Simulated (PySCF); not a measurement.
Compound: C4H10O.
SMILES: `CCCCO`

Torsions of this conformer, `[CH3:1][CH2:2][CH2:3][CH2:4][OH:5]`: C1–C2–C3–C4 -178°, C2–C3–C4–O5 -65°, H–O5–C4–C3 66°.

The closed-shell ground state was solved at several levels (PySCF, density fitting, gas phase, non-relativistic). One conformer (not necessarily the lowest) at the PBE0-D3(BJ)/def2-TZVP geometry, without solvent, vibrations or thermal averaging.

```csv
level,basis functions,HOMO (eV),LUMO (eV),gap (eV),dipole (D)
B97-2/pcSseg-2,320,-7.53,0.60,8.13,1.74
CAM-B3LYP/aug-cc-pVTZ,460,-9.33,0.23,9.56,1.80
wB97X-D/pcSseg-2,320,-9.75,2.29,12.04,1.78
PBE0/aug-cc-pVTZ,460,-7.83,-0.12,7.71,1.74
KT3/pcSseg-2,320,-6.35,-0.34,6.01,1.62
PBE0/pcSseg-2,320,-7.82,0.56,8.38,1.75
```

What might wB97X-D/aug-cc-pVTZ (460 basis functions) give for the same quantities?

HOMO -9.76 eV, LUMO 0.84 eV, gap 10.60 eV, dipole 1.76 D.

Over all these levels, which gives the widest orbital gap and which the narrowest?

wB97X-D/pcSseg-2 (range-separated hybrid) has the widest, 12.04 eV, and KT3/pcSseg-2 (GGA) the narrowest, 6.01 eV. The two share the basis. From the narrowest to the widest the HOMO moves by -3.40 eV and the LUMO by +2.63 eV.

In the pcSseg-2 basis, how does the gap go with the fixed share of exact exchange?

KT3 (0 %) 6.01 eV; B97-2 (21 %) 8.13 eV; PBE0 (25 %) 8.38 eV. Each rise in the share widens the gap here.

How far do the dipole and the HOMO energy spread over the levels?

The dipole runs from 1.62 to 1.80 D (mean 1.74 D) and the HOMO from -9.76 to -6.35 eV.
